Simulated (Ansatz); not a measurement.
## How much does Y in Cu(111), 2x2 scatter?

How strong a scatterer is Y in Cu(111), 2x2, and does relaxation matter?

Main program and level: Ansatz 0.2.0; Ansatz plane-wave DFT, PBE, PAW files; ballistic transport by layer matching (Landauer), zero bias; PAW set soft_1.

## 1. Set-up

The cell holds 44 atoms: 43 Cu and 1 Y. Cell: a = 5.112 Å, b = 5.112 Å, c = 23.005 Å, α = 86.8°, β = 93.2°, γ = 120.0°. It derives from Cu. Regions: lead, 24 atoms (24 Cu); scattering region, 20 atoms (19 Cu and 1 Y). The structure is stacked along c, and the current runs across the ab planes.

## 2. Transmission at ideal sites

The defect sits in one plane of the supercell, all atoms on ideal sites; the layers about the cell's end are the lead. The mesh across the current, 12×12, is finer than the density's, because channels open and close sharply across the zone. Energies from -0.1 to 0.1 eV in steps of 0.05 eV are too few for the program's thermal sum, so it prints no conductance; for a metal the transmission near the Fermi level serves, at a fraction of the cost.

input.yaml

```yaml
crystal:
  lattice:
    - [5.1123254594, 0.0, 0.0]
    - [-2.5561627297, 4.4274037203, 0.0]
    - [-1.2780813649, 0.73790062, 22.9580794202]
  atoms:
    - { symbol: Cu, position: [0.0075757576, 0.9924242424, 0.0454545455] }
    - { symbol: Cu, position: [0.0075757576, 0.4924242424, 0.0454545455] }
    - { symbol: Cu, position: [0.5075757576, 0.9924242424, 0.0454545455] }
    - { symbol: Cu, position: [0.5075757576, 0.4924242424, 0.0454545455] }
    - { symbol: Cu, position: [0.1893939394, 0.3106060606, 0.1363636364] }
    - { symbol: Cu, position: [0.1893939394, 0.8106060606, 0.1363636364] }
    - { symbol: Cu, position: [0.6893939394, 0.3106060606, 0.1363636364] }
    - { symbol: Cu, position: [0.6893939394, 0.8106060606, 0.1363636364] }
    - { symbol: Cu, position: [0.3712121212, 0.1287878788, 0.2272727273] }
    - { symbol: Cu, position: [0.3712121212, 0.6287878788, 0.2272727273] }
    - { symbol: Cu, position: [0.8712121212, 0.1287878788, 0.2272727273] }
    - { symbol: Cu, position: [0.8712121212, 0.6287878788, 0.2272727273] }
    - { symbol: Cu, position: [0.053030303, 0.946969697, 0.3181818182] }
    - { symbol: Cu, position: [0.053030303, 0.446969697, 0.3181818182] }
    - { symbol: Cu, position: [0.553030303, 0.946969697, 0.3181818182] }
    - { symbol: Cu, position: [0.553030303, 0.446969697, 0.3181818182] }
    - { symbol: Cu, position: [0.2348484848, 0.2651515152, 0.4090909091] }
    - { symbol: Cu, position: [0.2348484848, 0.7651515152, 0.4090909091] }
    - { symbol: Cu, position: [0.7348484848, 0.2651515152, 0.4090909091] }
    - { symbol: Cu, position: [0.7348484848, 0.7651515152, 0.4090909091] }
    - { symbol: "Y", position: [0.4166666667, 0.0833333333, 0.5] }
    - { symbol: Cu, position: [0.4166666667, 0.5833333333, 0.5] }
    - { symbol: Cu, position: [0.9166666667, 0.0833333333, 0.5] }
    - { symbol: Cu, position: [0.9166666667, 0.5833333333, 0.5] }
    - { symbol: Cu, position: [0.0984848485, 0.9015151515, 0.5909090909] }
    - { symbol: Cu, position: [0.0984848485, 0.4015151515, 0.5909090909] }
    - { symbol: Cu, position: [0.5984848485, 0.9015151515, 0.5909090909] }
    - { symbol: Cu, position: [0.5984848485, 0.4015151515, 0.5909090909] }
    - { symbol: Cu, position: [0.2803030303, 0.2196969697, 0.6818181818] }
    - { symbol: Cu, position: [0.2803030303, 0.7196969697, 0.6818181818] }
    - { symbol: Cu, position: [0.7803030303, 0.2196969697, 0.6818181818] }
    - { symbol: Cu, position: [0.7803030303, 0.7196969697, 0.6818181818] }
    - { symbol: Cu, position: [0.4621212121, 0.0378787879, 0.7727272727] }
    - { symbol: Cu, position: [0.4621212121, 0.5378787879, 0.7727272727] }
    - { symbol: Cu, position: [0.9621212121, 0.0378787879, 0.7727272727] }
    - { symbol: Cu, position: [0.9621212121, 0.5378787879, 0.7727272727] }
    - { symbol: Cu, position: [0.1439393939, 0.8560606061, 0.8636363636] }
    - { symbol: Cu, position: [0.1439393939, 0.3560606061, 0.8636363636] }
    - { symbol: Cu, position: [0.6439393939, 0.8560606061, 0.8636363636] }
    - { symbol: Cu, position: [0.6439393939, 0.3560606061, 0.8636363636] }
    - { symbol: Cu, position: [0.3257575758, 0.1742424242, 0.9545454545] }
    - { symbol: Cu, position: [0.3257575758, 0.6742424242, 0.9545454545] }
    - { symbol: Cu, position: [0.8257575758, 0.1742424242, 0.9545454545] }
    - { symbol: Cu, position: [0.8257575758, 0.6742424242, 0.9545454545] }
kpoints:
  mp_grid: { grid: [5, 5, 1] }
hamiltonian:
  xc: pbe
  pseudopotentials: { kind: paw, azcp: { folder: soft_1 } }
scf:
  occupations: { method: fermi_dirac, width: 0.1 }
output:
  transmission: { leads: [[0, 4]], kmesh: [12, 12], e_range: [-0.1, 0.1], de: 0.05 }
  write_potential: true
  write_density: true
  volumetric_format: npy
  elf: true
```

Command:

```sh
ansatz run input.yaml --threads 4 --pin off --max-ram 15360MiB --backend cpu --events-out ev --progress --plain --runs-dir out
```

Numbers of over 12 decimals in the logs are rounded to 6 here.

The program printed:

```text
Engine: ansatz 0.2.0, aarch64-unknown-linux-gnu
Pseudopotentials: kind: paw
Pseudopotential: Cu, paw, valence charge 19, recommended cutoff 420 eV (normal), soft_1/Cu.paw.azcp
Pseudopotential: Y, paw, valence charge 11, recommended cutoff 420 eV (normal), soft_1/Y.paw.azcp
Functional definition: PBE
  parameter kappa = 0.804
  parameter beta = 0.066725
  exchange = pbe_x(kappa = kappa, mu = beta*pi^2/3)
  correlation = pbe_c(beta = beta)
Crystal: 44 atoms, lattice volume = 519.641 Å³
Basis set: ecut = 420 eV, 10219 PW (Γ)
Bands: 497, of which v1, the nominal top of the filled ones, is band 414 counted from 1 (413 counted from 0)
Symmetry: 4 space group operations
Space group: C2/m (ITA 12), of the structure as read, at distance tolerance 8.0e-5 Å
k-points: 9 of 25
Non-local potential: Cu, projectors of the file, l = 0: 3, l = 1: 2, l = 2: 3, l = 3: 1
Non-local potential: Y, projectors of the file, l = 0: 3, l = 1: 2, l = 2: 2, l = 3: 1
PAW form: soft (Blöchl's): semilocal exchange-correlation on the pseudo side does not see the compensation charge
PAW one-centre angular grid: Cu, 590 points (default); XC on 64 Gauss nodes
PAW one-centre angular grid: Y, 590 points (default); XC on 64 Gauss nodes
Initial density: superposition of atomic densities (chi_scale 0.1, normalization cell, long waves of neutral atoms (reshape's long-wave potential 2.09 eV rms, cloud 3.22 Å wide))
Initial wavefunctions: pseudopotential atomic-orbital guess
Functional: x = pbe(κ = 0.804, μ = 0.219515), c = pbe(β = 0.066725)
SCF iter   1: F=—  HF=-288786.747404 eV  |F-HF|=—  |Δ(HF+E_count)|=         —  Δρ=3.13e-1  dr2=7.44e2  ethr=3.10e-3  ⟨swp⟩=4.8  Hψ=13760  notcnv=0  defer=152
preconditioner: auto → Kerker (q_TF=auto, 2.949 Å⁻¹)  [metal: Δε(μ)=0.004 eV  Ē_g=9.087 eV  σ=0.100 eV  W_gap=0.01  n_scr=240 (ndim 8)  ℏωp=35.8 eV  f_vac=0.000  D(μ)=22.27/eV (n_scr^D=182)]
SCF iter   2: F=—  HF=-288741.351375 eV  |F-HF|=—  |Δ(HF+E_count)|=    4.54e1  Δρ=9.67e-2  dr2=1.89e2  ethr=3.10e-3  ⟨swp⟩=2.0  Hψ=8737  notcnv=0  defer=497
SCF iter   3: F=—  HF=-288731.647729 eV  |F-HF|=—  |Δ(HF+E_count)|=    9.70e0  Δρ=5.45e-2  dr2=3.49e1  ethr=3.10e-3  ⟨swp⟩=2.0  Hψ=5305  notcnv=0  defer=523
SCF iter   4: F=—  HF=-288729.377797 eV  |F-HF|=—  |Δ(HF+E_count)|=    2.27e0  Δρ=1.56e-2  dr2=7.97e0  ethr=3.10e-3  ⟨swp⟩=2.8  Hψ=6060  notcnv=0  defer=526
SCF iter   5: F=—  HF=-288729.725310 eV  |F-HF|=—  |Δ(HF+E_count)|=   3.48e-1  Δρ=5.84e-3  dr2=1.68e0  ethr=9.62e-4  ⟨swp⟩=2.0  Hψ=5178  notcnv=0  defer=534
SCF iter   6: F=—  HF=-288729.577759 eV  |F-HF|=—  |Δ(HF+E_count)|=   1.48e-1  Δρ=8.53e-3  dr2=5.87e-1  ethr=2.03e-4  ⟨swp⟩=2.2  Hψ=8001  notcnv=0  defer=535
SCF iter   7: F=—  HF=-288729.567223 eV  |F-HF|=—  |Δ(HF+E_count)|=   1.05e-2  Δρ=2.44e-3  dr2=2.05e-1  ethr=7.09e-5  ⟨swp⟩=2.0  Hψ=6932  notcnv=0  defer=535
SCF iter   8: F=—  HF=-288729.560717 eV  |F-HF|=—  |Δ(HF+E_count)|=   6.51e-3  Δρ=1.11e-3  dr2=5.78e-2  ethr=2.48e-5  ⟨swp⟩=1.2  Hψ=4479  notcnv=0  defer=532
SCF iter   9: F=—  HF=-288729.558528 eV  |F-HF|=—  |Δ(HF+E_count)|=   2.19e-3  Δρ=4.44e-4  dr2=5.08e-3  ethr=6.98e-6  ⟨swp⟩=1.0  Hψ=4070  notcnv=0  defer=532
SCF iter  10: F=—  HF=-288729.558756 eV  |F-HF|=—  |Δ(HF+E_count)|=   2.29e-4  Δρ=2.43e-4  dr2=6.55e-4  ethr=6.14e-7  ⟨swp⟩=2.0  Hψ=6040  notcnv=0  defer=531
SCF iter  11: F=—  HF=-288729.558670 eV  |F-HF|=—  |Δ(HF+E_count)|=   8.67e-5  Δρ=6.80e-5  dr2=3.66e-5  ethr=7.91e-8  ⟨swp⟩=2.0  Hψ=6013  notcnv=0  defer=531
SCF iter  12: F=—  HF=-288729.558568 eV  |F-HF|=—  |Δ(HF+E_count)|=   1.02e-4  Δρ=3.52e-5  dr2=7.40e-6  ethr=4.42e-9  ⟨swp⟩=2.0  Hψ=7210  notcnv=0  defer=531
SCF iter  13: F=—  HF=-288729.558567 eV  |F-HF|=—  |Δ(HF+E_count)|=   5.45e-7  Δρ=2.91e-5  dr2=7.59e-6  ethr=8.93e-10  ⟨swp⟩=2.0  Hψ=7669  notcnv=0  defer=531
SCF iter  14: F=—  HF=-288729.558566 eV  |F-HF|=—  |Δ(HF+E_count)|=   6.33e-7  Δρ=1.01e-5  dr2=8.73e-7  ethr=8.93e-10  ⟨swp⟩=2.0  Hψ=5894  notcnv=0  defer=531
SCF iter  15: F=—  HF=-288729.558566 eV  |F-HF|=—  |Δ(HF+E_count)|=   8.20e-8  Δρ=4.04e-6  dr2=3.08e-7  ethr=1.05e-10  ⟨swp⟩=2.1  Hψ=6242  notcnv=0  defer=531
SCF iter  16: F=—  HF=-288729.558566 eV  |F-HF|=—  |Δ(HF+E_count)|=   7.74e-9  Δρ=2.40e-6  dr2=1.00e-7  ethr=3.72e-11  ⟨swp⟩=2.0  Hψ=4803  notcnv=0  defer=531
SCF iter  17: F=-288729.558566 eV  HF=-288729.558566 eV  |F-HF|=2.37e-8  |Δ(HF+E_count)|=   9.84e-9  Δρ=1.10e-6  dr2=2.47e-8  ethr=1.21e-11  ⟨swp⟩=7.8  Hψ=16039  notcnv=0
SCF 1 converged in 17 iterations: F = -288729.558566 eV  dr2 = 2.47e-8
  greatest PAW one-centre occupation: 1.000 electrons in one spin orbital (limit 2), on the Cu atom at site 31 (counted from 0), in its partial waves of l = 0
transmission: 151 of 1505 steps passed
transmission: 303 of 1505 steps passed
[...]
transmission: 1505 of 1505 steps passed
SCF converged after 17 iterations
Free energy (F): -288729.558566 eV
Harris-Foulkes:  -288729.558566 eV  (|F-HF|=2.37e-8)
Internal energy: -288729.059796 eV  (E = F + TS)
E sigma→0 (E₀):  -288729.309181 eV
Entropy (-TS):   -0.498771 eV (-11.336 meV/atom)
Fermi energy:    16.692158 eV
--- Per-component energies (eV) ---
  E_band       = -15620.672841
  E_kinetic    = 11602.390040
  E_local      = -195332.952457  (includes V_loc(G=0)·N_el)
  E_nonlocal   = 38276.288288
  E_hartree    = 82894.463669
  E_xc         = -3158.477192
  E_vxc        = -4054.015646  (∫ρ·V_xc dr)
  E_paw        = -80850.911294  (= ΣΔE_a)
  E_vpaw       = -31901.359711  (= ΣTr[D̂ρ^β])
  E_aug_tail   = 0.044223  (compensation charges beyond the density's cutoff)
  E_ewald      = -142159.905074
  E_smearing   = -0.498771  (= −TS)
  E_closure    = -0.000000  (closes the sum)
  Σ components = -288729.558566   (vs F -288729.558566, Δ=0.00e0)
--- Band table (eV; the first three rows and the last of 9) ---
  k-point 0: bands = [... 410 lower, 16.5885, 16.8597, 16.8618, 16.9423, 17.1961, 17.2369, 17.3405, 17.4700, ... 79 higher]
  k-point 1: bands = [... 410 lower, 16.4020, 16.4325, 16.5071, 16.5863, 16.6247, 16.7671, 16.7943, 16.9344, ... 79 higher]
  k-point 2: bands = [... 410 lower, 16.4410, 16.4520, 16.5374, 16.5619, 16.7254, 16.7759, 16.9230, 17.0932, ... 79 higher]
  k-point 8: bands = [... 410 lower, 16.4270, 16.4811, 16.5069, 16.5438, 16.6528, 16.6534, 16.8720, 16.9362, ... 79 higher]
--- Transmission ---
  basis      : 199 plane waves across, 35 finite elements along
  points     : 43, standing for a mesh of 12 x 12
  energies   : 5 from -0.100000 to 0.100000 eV about the Fermi level, 0.050000 eV apart; the leads are filled to 0.000000 eV, and channels, transmission and decay are at 0.000000 eV
  crystal 0  : Cu4, at the sites [0, 4], period 2.0871 Å, over 20.87 Å; its Hamiltonian steps by up to 4.2 meV
    offset         : up to 0.0000 Å between an atom of the period and one for which it stands
    channels       : 3.145833e0 a spin
    conductance    : none, the energies end too early or step too widely for 300 K: set another output.transmission.e_range or a lower de, or, where they end at an eighth of basis.ecutwfc, a higher one
  junction   : crystal 0 to crystal 0, 0.70 to 21.57 Å
    transmission   : 2.010631e0 a spin
    conductance    : none, the energies end too early or step too widely for 300 K: set another output.transmission.e_range or a lower de, or, where they end at an eighth of basis.ecutwfc, a higher one
```

Run time: 9.8 min. Hardware: 4 threads of Arm Neoverse N1, shared host; peak memory 5.2 GiB.

Reading the cycles: dr2 is the Hartree energy of the density residual (eV), the measure of convergence; HF is the Harris–Foulkes estimate of the energy, which meets the free energy F at convergence.

Numbers from this step:

```yaml
free_energy: -288729.5586 eV
energy_at_zero_smearing: -288729.3092 eV
fermi_energy: 16.69 eV
cell_area: 22.63 Å²
transmission_per_spin_nearest_the_fermi_level: 2.011
open_channels_per_spin_nearest_the_fermi_level: 3.146
step_of_the_lead_s_potential: 4.2 meV
```

Per spin. Table of transmission, zone mean by energy, zero at the Fermi level:

```csv
energy (eV),"transmission, zone mean"
-0.1000,2.10
-0.0500,2.06
0.0000,2.01
0.0500,1.92
0.1000,1.87
```

Per spin. The open channels, zone mean, lead stays at 3.15 for energy from -0.1 to 0.1 eV.

Transmission over k1 and k2. At 0.0000 eV from the Fermi level.

Ten even steps from '_' (0.33) to '@' (2.32):
```
%%##%%@@@@%%##%%%%%%%%%%
%%%%%%%%@@%%%%%%%%%%%%%%
%%@@%%@@####@@%%@@%%%%%%
%%@@@@##%%%%%%##@@@@%%%%
%%%%%%##%%++++%%##%%%%%%
####%%@@%%++__++%%@@%%##
%%%%%%%%##%%++++%%##%%%%
%%%%%%@@@@##%%%%%%##@@@@
%%%%%%%%@@%%@@####@@%%@@
%%%%%%%%%%%%%%%%@@%%%%%%
%%%%%%%%%%%%##%%@@@@%%##
##%%%%%%%%%%##%%%%%%%%%%
```
Columns: k1 (b1) from -0.5 to 0.417; rows upwards: k2 (b2) from -0.5 to 0.417.

Open channels over k1 and k2. At 0.0000 eV from the Fermi level.

Values, 12 rows by 12 columns:
```
3.00 4.00 3.00 3.00 3.00 3.00 4.00 3.00 3.00 3.00 3.00 3.00
3.00 3.00 4.00 3.00 3.00 3.00 4.00 3.00 3.00 3.00 3.00 3.00
3.00 3.00 3.00 4.00 3.00 3.00 4.00 3.00 3.00 3.00 3.00 3.00
3.00 3.00 3.00 3.00 3.00 3.00 3.00 3.00 3.00 3.00 3.00 3.00
3.00 3.00 3.00 3.00 3.00 3.00 3.00 3.00 3.00 3.00 3.00 3.00
4.00 4.00 4.00 4.00 3.00 3.00 3.00 3.00 3.00 4.00 4.00 4.00
3.00 3.00 3.00 3.00 3.00 3.00 3.00 3.00 3.00 3.00 3.00 3.00
3.00 3.00 3.00 3.00 3.00 3.00 3.00 3.00 3.00 3.00 3.00 3.00
3.00 3.00 3.00 3.00 3.00 3.00 4.00 3.00 3.00 4.00 3.00 3.00
3.00 3.00 3.00 3.00 3.00 3.00 4.00 3.00 3.00 3.00 4.00 3.00
3.00 3.00 3.00 3.00 3.00 3.00 4.00 3.00 3.00 3.00 3.00 4.00
4.00 3.00 3.00 3.00 3.00 3.00 4.00 3.00 3.00 3.00 3.00 3.00
```
Columns: k1 (b1) from -0.5 to 0.417; rows upwards: k2 (b2) from -0.5 to 0.417.

Electrostatic potential energy in the ca plane at fractional y = 0.083, with atoms of Y and Cu within 0.2 Å of it. With pseudopotentials it is smooth inside the atoms' cores, unlike the true potential.

Ten even steps from '0' (-44 eV) to '9' (19 eV), each cell a mean:
```
99999962258999999999998400169999999999995001
99999830027999999999998400179999999988997435
99999830038999999999999632589988999766899888
99999964469986789988899977899877898634799999
99999998899963479986799988899877899645899878
99999999999863479987899865689888999878997424
99999998789976799999998521268999999999995000
99999962258999999999997200148999999999995001
99999830027999999999997300158999999988997435
99999830038999999999998522478988999766899888
99999964469986789988898866789877898634799999
99999998899963479986799988899877899645899878
99999999999863479987899977899988999878997424
99999998789976799999999621489999999999995000
```
Columns run along c (16.0 Å, from fractional 0.11 to 0.80 of the cell; values clipped at the 3rd and 97th percentile), rows up along a (5.1 Å). Atoms in or near the plane, at fractional coordinates: Y at (0.50, 0.42), Cu at (0.50, 0.92), Cu at (0.77, 0.46), Cu at (0.77, 0.96).

Valence density in the ca plane at fractional y = 0.083, with atoms of Y and Cu within 0.2 Å of it. It is the smooth field of the valence electrons, not physical close to the nuclei.

Values in e/Å³, 8 rows by 16 columns, each cell a mean:
```
 0  0  7  5  0  0  0  0  7 25  0  0  0  0  1 13
 0  0  9  6  0  0  0  0  1  3  0  0  0  1  0  1
 0  0  1  0  1  1  0  1  0  0  0  1  0  2  0  1
 0  0  0  0  1  1  0  0  1  2  0  0  0  0  1 14
 0  0  7  5  0  0  0  0  2  3  0  0  0  0  1 13
 0  0  9  6  0  0  0  0  1  2  0  0  0  1  0  1
 0  0  1  0  1  1  0  1  0  0  0  1  0  2  0  1
 0  0  0  0  1  1  0  0  1  3  0  0  0  0  1 14
```
Columns run along c (16.0 Å, from fractional 0.11 to 0.80 of the cell), rows up along a (5.1 Å). Atoms in or near the plane, at fractional coordinates: Y at (0.50, 0.42), Cu at (0.50, 0.92), Cu at (0.77, 0.46), Cu at (0.77, 0.96).

ELF in the ca plane at fractional y = 0.083, with atoms of Y and Cu within 0.2 Å of it. It is the smooth field of the valence electrons, not physical close to the nuclei.

Ten even steps from '0' (0.15) to '9' (0.83), each cell a mean:
```
11011000000100001111120037101221111111100140
11111003400111111111220035001211111000100000
10111002200110001110111000001000010000000000
11111000000000001100011100011000010000001100
10001100001000000000001000001000010000000000
10000110011000000000000146400100010000000000
10001100000000001100100699940111111001100141
11011000000100001112203985970122111111100140
11111003400121111112203987960121110000000000
10111002200110001111101699820100010000000000
11111000000000000100000144200000010000001100
10001100001000000000001000011000010000000000
10000110011000000000011100011000010000000000
10001100000000001100011000001111111001100141
```
Columns run along c (16.0 Å, from fractional 0.11 to 0.80 of the cell), rows up along a (5.1 Å). Atoms in or near the plane, at fractional coordinates: Y at (0.50, 0.42), Cu at (0.50, 0.92), Cu at (0.77, 0.46), Cu at (0.77, 0.96).

Over the solved energies the transmission per spin lies between 1.87 and 2.10, out of 3.15 channels of the lead on average (up to 3.15).

## 3. Resistance at ideal sites

This step: Ansatz plane-wave DFT, PBE, PAW files; ballistic transport by layer matching (Landauer), zero bias; area resistance of the defect plane and resistivity an atomic per cent; PAW set soft_1 (Ansatz 0.2.0).

This step gave:

```
area resistance                                                                                 : 0.5349 fΩ m²
T over the leads' mean channel count                                                            : 0.6345
resistivity per at.% scaled from this dense plane, with the factor 3/4 for isotropic scattering : 7.689 µΩ cm
```

Averaged over the energies near the Fermi level, 63.5 % of the channels pass, which makes 0.535 fΩ m².

By hand, with T and the leads' channels N averaged over the energies near the Fermi level: RA = A (h/2e²)(1/T − 1/N) = 22.63×10⁻²⁰ m² × 12 906 Ω × (1/1.996 − 1/3.146) = 0.535 fΩ m². Per atomic per cent: RA × A / V_atom × 0.01 × 3/4 = 7.69 µΩ cm, with the host's V_atom = 11.81 Å³.

## 4. Outcome

```json
{
  "share of channels that pass, rigid": "0.635",
  "area resistance, rigid": "0.535 fΩ m²",
  "resistivity per at.% from the area resistance, times 3/4, rigid": "7.69 µΩ cm"
}
```

The plane of defects adds 0.53 fΩ m². Scaled to one atomic per cent that is 10 µΩ cm as it stands and 7.7 with the factor 3/4 for isotropic scattering on a spherical Fermi surface; with the reflection in place of the resistance taken as linear in the density it would be 4.9. These are rough estimates of the dilute value, not bounds. One Y in each 2x2 cell reflects 37 % of the lead's channels. The defects form a dense periodic sheet that scatters coherently, unlike a dilute random alloy. T and N are means over the solved energies nearest the Fermi level.

[Logs are printed without paths, hosts, clocks, repeated set-up lines and the standing remarks that a program may print on its own settings, such as how far it seeks lower states.]

[Hosts, paths, dates, database ids (printed as entryN), source tags and the programs' standing remarks are cut or masked in the printed files.]
